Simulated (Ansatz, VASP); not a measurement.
Two plane-wave programs on Mg

```
CELL_PARAMETERS angstrom
6.66544 0.00000 0.00000
-3.33272 5.77244 0.00000
0.00000 0.00000 5.05888
ATOMIC_POSITIONS crystal
Mg 0.33333 0.66667 0.25000
Mg 0.33333 0.16667 0.25000
Mg 0.83333 0.66667 0.25000
Mg 0.83333 0.16667 0.25000
Mg 0.16667 0.33333 0.75000
Mg 0.16667 0.83333 0.75000
Mg 0.66667 0.33333 0.75000
Mg 0.66667 0.83333 0.75000
```

Alike in both runs: functional PBE; k mesh 6 × 6 × 7; occupations gaussian, width 0.1 eV; no spin polarisation.

Ansatz relaxed the structure, and its values are those at the end. VASP's run is a single point on that final structure, the one shown.

|  | VASP | Ansatz |
| --- | --- | --- |
| version | VASP 6.6.1 | Ansatz 0.2.0 |
| potentials or method | VASP PAW PBE potentials, release 64 (Mg) | scalar-relativistic, plane waves, PAW |
| plane-wave cutoff (eV) | 520 | 420 |
| valence electrons in the cell | 16 | 80 |

```tsv
	VASP	Ansatz	Ansatz less VASP
gap on the k mesh at the Fermi level (eV)	none	none	-
pressure (GPa)	-1.9	-1.8	+0.12
```

A gap of «none» marks a metal or a gap that the smearing closes. The two sets of potentials don't hold the same shells in valence.
